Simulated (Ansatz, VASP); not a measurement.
## InP in VASP and in Ansatz

```
In P
1.0
     0.00000    2.97989    2.97989
     2.97989    0.00000    2.97989
     2.97989    2.97989    0.00000
In P
1 1
Direct
  0.00000 0.00000 0.00000
  0.75000 0.75000 0.75000
```

Alike in both runs: functional PBE; k mesh 10 × 10 × 10; occupations gaussian, width 0.02 eV; no spin polarisation.

Ansatz relaxed the structure, and its values are those at the end. VASP's run is a single point on that final structure, the one shown.

```csv
,VASP,Ansatz
version,VASP 6.6.1,Ansatz 0.2.0
potentials or method,"VASP PAW PBE potentials, release 64 (In_d, P)","scalar-relativistic, plane waves, PAW"
plane-wave cutoff (eV),520,420
valence electrons in the cell,18,18
```

```csv
,VASP,Ansatz,Ansatz less VASP
gap on the k mesh at the Fermi level (eV),0.44,0.44,+0.003
least direct gap on the mesh (eV),0.44,0.44,+0.003
pressure (GPa),-0.1,0.0,+0.04
```

Caveats: spin-orbit coupling is left out, which moves the levels of the heavy elements.
